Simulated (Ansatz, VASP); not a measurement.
# MgI2: VASP beside Ansatz

INCAR

```
SYSTEM = MgI2
ALGO     = Normal         ! electronic algorithm
EDIFF    = 1E-7           ! SCF threshold, eV
ENCUT    = 520            ! plane-wave cutoff, eV
GGA      = PE             ! functional
ISIF     = 2              ! what is computed and relaxed
ISMEAR   = 0              ! smearing method
LASPH    = .TRUE.         ! aspherical terms in the spheres
LCHARG   = .FALSE.        ! write CHGCAR
LREAL    = .FALSE.        ! projectors in reciprocal space
LWAVE    = .FALSE.        ! write WAVECAR
NBANDS   = 15             ! bands
NELM     = 60             ! most SCF steps
PREC     = Accurate       ! precision mode
SIGMA    = 0.05           ! smearing width, eV
```

The input KPOINTS:

```
k-points
0
G
  6 6 4
  0 0 0
```

The input POSCAR:

```
MgI2
1.0
    4.2516112781      0.0000000000      0.0000000000
   -2.1258056391      3.6820033739      0.0000000000
    0.0000000000      0.0000000000      7.8941785324
Mg I
1 2
Direct
    0.0000000000      0.0000000000      0.0000000000
    0.3333333333      0.6666666667      0.7743456377
    0.6666666667      0.3333333333      0.2256543623
```

Input for Ansatz:

```yaml
crystal:
  lattice:
    - [4.2516112781, 0.0, 0.0]
    - [-2.1258056391, 3.6820033739, 0.0]
    - [0.0, 0.0, 7.8941785324]
  atoms:
    - { symbol: Mg, position: [0.0, 0.0, 0.0] }
    - { symbol: I, position: [0.3333333333, 0.6666666667, 0.7743456377] }
    - { symbol: I, position: [0.6666666667, 0.3333333333, 0.2256543623] }
basis:
  ecutwfc: 520.0
kpoints:
  mp_grid: { grid: [6, 6, 4] }
hamiltonian:
  xc: pbe
scf:
  occupations: { method: gaussian, width: 0.05 }
output:
  forces: true
  stress: true
  eigenvalues: true
```

Alike in both runs: task single point; functional PBE; k mesh 6 × 6 × 4; occupations gaussian, width 0.05 eV; no spin polarisation.

```csv
,VASP,Ansatz
version,VASP 6.6.1,Ansatz 0.2.0
potentials or method,"VASP PAW PBE potentials, release 64 (Mg, I)","scalar-relativistic, plane waves, PAW"
plane-wave cutoff (eV),520,520
valence electrons in the cell,16,44
```

Ansatz gave:

| Item | Value |
| --- | --- |
| gap on the k mesh at the Fermi level (eV) | 3.35 |
| least direct gap on the mesh (eV) | 3.35 |
| pressure (GPa) | -1.7 |
| largest component of the traceless stress (GPa) | 0.68 |
| rms of the force components (eV/Å) | 0.245 |

Task: What did VASP give for the same quantities?

Result: gap on the k mesh at the Fermi level (eV): 3.34; least direct gap on the mesh (eV): 3.34; pressure (GPa): -1.7; largest component of the traceless stress (GPa): 0.67; rms of the force components (eV/Å): 0.249.

Atom by atom the forces differ by 0.005 eV/Å (rms over components). The two sets of potentials don't hold the same shells in valence.

Caveats: spin-orbit coupling is left out, which moves the levels of the heavy elements; this functional lacks dispersion, which binds the layers, so the pressure and a relaxed spacing across them are unreliable. A k mesh can miss the band edges.
